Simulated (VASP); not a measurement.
SnTe, 2 atoms in the cell. The structure is cubic, space group Pm-3m (No. 221). Conventional cell: a = 3.892 Å, b = 3.892 Å, c = 3.892 Å, α = 90.00°, β = 90.00°, γ = 90.00°. Sn (site symmetry m-3m) has 8 Te at 3.37 Å as nearest neighbours. Around Te (site symmetry m-3m) lie 8 Sn at 3.37 Å. The cell was built by a generator and needn't be a form met in nature.

- Program: VASP 6.6.1
- Task: single point
- Functional: HSE06
- Potentials or basis: VASP PAW PBE potentials, release 64 (Sn_d, Te)
- Cutoff: 520 eV
- k mesh: 4 × 4 × 4
- Occupations: fermi-dirac, width 0.02 eV
- Spin: no spin polarisation
- Dipole correction: no
- Exchange at q = 0: truncated
- Grid for exact exchange (PRECFOCK): Normal
- Screening parameter: 0.2079 1/A
- Further INCAR settings: ALGO = Normal; EDIFF = 1e-06; NBANDS = 17

Potentials or basis: VASP PAW PBE potentials, release 64 (Sn_d, Te).

Run with:

```sh
$ cat potpaw_PBE.64/Sn_d/POTCAR potpaw_PBE.64/Te/POTCAR > POTCAR
$ cp INCAR.step1 INCAR
$ mpirun -np 1 vasp_std > vasp.out
$ cp INCAR.step2 INCAR
$ mpirun -np 1 vasp_std > vasp.out
```

Hardware: 1 thread of AMD EPYC 9R14 (Zen 4), on a shared host.

How long does it take, and how much memory?

Wall time 11 min on 1 thread of AMD EPYC 9R14 (Zen 4), with other jobs on the host, peak memory 0.25 GiB. Counts: scf iterations 14, k points 10.
